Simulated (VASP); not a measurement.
Crystal: AlN.

```
Al N
1.0
     3.11798    0.00000    0.00000
     0.00000    5.05114    0.00000
     0.00000    0.00000    5.41364
Al N
4 4
Direct
  0.00000 0.00095 0.33347
  0.50000 0.00095 0.83347
  0.50000 0.50095 0.16653
  0.00000 0.50095 0.66653
  0.00000 0.62105 0.33349
  0.50000 0.62105 0.83349
  0.50000 0.12105 0.16651
  0.00000 0.12105 0.66651
```

The cell was built by a generator and isn't the measured one.

Program: VASP 6.6.1. Alike in all runs: level PBE; potentials or basis VASP PAW PBE potentials, release 64 (Al, N); cell as given; k mesh 8 × 5 × 5; cutoff (eV) 520; smearing gaussian 0.02 eV. Hardware: 8 MPI ranks on Intel(R) Xeon(R) Platinum 8488C (Sapphire Rapids) (shared host).

Question: Order these runs on this cell by their wall time, lowest first.
A. task band structure; spin off; further INCAR settings ALGO = Fast; EDIFF = 1e-07; NBANDS = 26
B. task band structure; spin non-collinear, zero start, SOC; further INCAR settings ALGO = Fast; EDIFF = 1e-07; NBANDS = 50
C. task electrostatic potential; spin off; further INCAR settings ALGO = Fast; EDIFF = 1e-07

Answer: C (12 s), A (33 s), B (200 s).
